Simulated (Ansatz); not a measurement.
# MoS3: one candidate structure

Where does MoS3 go from the start given, ReO3 type (Pm-3m, No. 221)?

Method: DFT PBE, scalar-relativistic, plane waves, PAW, in Ansatz 0.2.0.

1 further run of the same task is left out (it didn't finish).

## (1) Starting point

It takes space group Pm-3m (No. 221, cubic). Conventional cell: a = 4.616 Å, b = 4.616 Å, c = 4.616 Å, α = 90.00°, β = 90.00°, γ = 90.00°. Around Mo (site symmetry m-3m) lie 6 S at 2.31 Å. Around S (site symmetry 4/mmm) lie 2 Mo at 2.31 Å.

As a file:

```xyz
4
Lattice="4.6160 0.0000 0.0000 0.0000 4.6160 0.0000 0.0000 0.0000 4.6160" Properties=species:S:1:pos:R:3 pbc="T T T"
Mo    0.0000    0.0000    0.0000
S     2.3080    0.0000    0.0000
S     0.0000    2.3080    0.0000
S     0.0000    0.0000    2.3080
```

(A quick probe on a coarse mesh, which set the mesh and smearing, is not shown.)

## (3) Relaxing cell and atoms

Input file input.yaml:

```yaml
crystal:
  lattice:
    - [4.615958854, 0.0, 0.0]
    - [0.0, 4.615958854, 0.0]
    - [0.0, 0.0, 4.615958854]
  atoms:
    - { symbol: Mo, position: [0.0, 0.0, 0.0] }
    - { symbol: S, position: [0.5, 0.0, 0.0] }
    - { symbol: S, position: [0.0, 0.5, 0.0] }
    - { symbol: S, position: [0.0, 0.0, 0.5] }
basis:
  ecutwfc: 420
kpoints:
  mp_grid: { grid: [10, 10, 10] }
hamiltonian:
  xc: pbe
scf:
  occupations: { method: gaussian, width: 0.1 }
output:
  forces: true
  stress: true
  eigenvalues: true
  write_density: true
  write_potential: true
  elf: true
  volumetric_format: npy
relax:
  adjacent_minimum: "off"
  f_tol: 0.01
  max_steps: 80
  cell: { stress_tol: 0.05 }
```

Launch:

```sh
ansatz run input.yaml --threads 1 --pin off --max-ram 2560MiB --backend cpu --events-out ev --progress --plain --runs-dir out
```

**Question.** What will these runs give?

The runs gave:

Formation energies count from the elements, computed with the same settings in runs not shown here.

```
                          quantity                                                                      value
                              cell  a = 4.681 Å, b = 4.681 Å, c = 4.681 Å, α = 90.00°, β = 90.00°, γ = 90.00°
                       space group                                                            Pm-3m (No. 221)
                            volume                                                              25.64 Å³/atom
                   gap on the mesh                                                               none (metal)
formation energy from the elements                                                             -0.008 eV/atom
```

The space group stayed Pm-3m, and from the first guess the volume went from 24.59 to 25.64 Å³/atom. Its formation energy is near zero.
